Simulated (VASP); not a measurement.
Write the native input for VASP 6.6.1 that does the following.

```yaml
Task: band structure
Functional: rev-vdW-DF2
Potentials_or_basis: VASP PAW PBE potentials, release 64 (Ti_sv, Te)
Cutoff: 520 eV
k_mesh: 12 × 12 × 6
Occupations: methfessel-paxton, width 0.1 eV
Spin: no spin polarisation
Further_INCAR_settings: ALGO = Normal; EDIFF = 1e-07; NBANDS = 19
```

The structure of TiTe2 lies in POSCAR:

```
TiTe2                                   
1.0
    3.7524376981     -0.0000000000      0.0000000000
   -1.8762188491      3.2497063726     -0.0000000000
   -0.0000000000      0.0000000000      6.5215646027
  Ti              Te            
     1     2
Direct
     0.0000000000000000    0.0000000000000000    1.0000000000000000
     0.6666666699999979    0.3333333300000021    0.2639466583886660
     0.3333333300000021    0.6666666699999979    0.7360533416113338
```

These files were run (other wordings do the same):

INCAR

```
AGGAC = 0.0
ALGO = Normal
EDIFF = 1E-7
ENCUT = 520
GGA = MK
ICORELEVEL = 1
ISIF = 2
ISMEAR = 1
LASPH = T
LCHARG = F
LMAXMIX = 4
LREAL = F
LUSE_VDW = T
LWAVE = F
NBANDS = 19
NELM = 80
PARAM1 = 0.1234
PARAM2 = 0.711357
PREC = Accurate
SIGMA = 0.1
ZAB_VDW = -1.8867
```

KPOINTS

```
k-points
0
Gamma
  12 12 6
```

KPOINTS_OPT

```
explicit points
186
Reciprocal
 0.0000000000  0.0000000000  0.0000000000 1
 0.0263157895  0.0000000000  0.0000000000 1
 0.0526315789  0.0000000000  0.0000000000 1
 0.0789473684  0.0000000000  0.0000000000 1
 0.1052631579  0.0000000000  0.0000000000 1
 0.1315789474  0.0000000000  0.0000000000 1
[... 178 lines left out ...]
 0.5000000000  0.0000000000  0.5000000000 1
 0.5000000000  0.0000000000  0.0000000000 1
```

Potentials or basis: VASP PAW PBE potentials, release 64 (Ti_sv, Te).

Launch:

```bash
$ cat potpaw_PBE.64/Ti_sv/POTCAR potpaw_PBE.64/Te/POTCAR > POTCAR
$ mpirun -np 1 vasp_std > vasp.out
```

Results of the run:

- Pressure: 0.0 GPa
- Largest force: 0.005 eV/Å
- Band gap along the path: none (metal or under the smearing width)

Caveat: the PAW data sets were made with another functional, which shifts forces and pressure a little; spin-orbit coupling is left out, which moves the levels of the heavy elements.

Run time: 5 min on 1 thread of Intel(R) Xeon(R) Platinum 8259CL CPU @ 2.50GHz (Skylake/Cascade Lake) (shared host), peak memory 0.52 GiB.
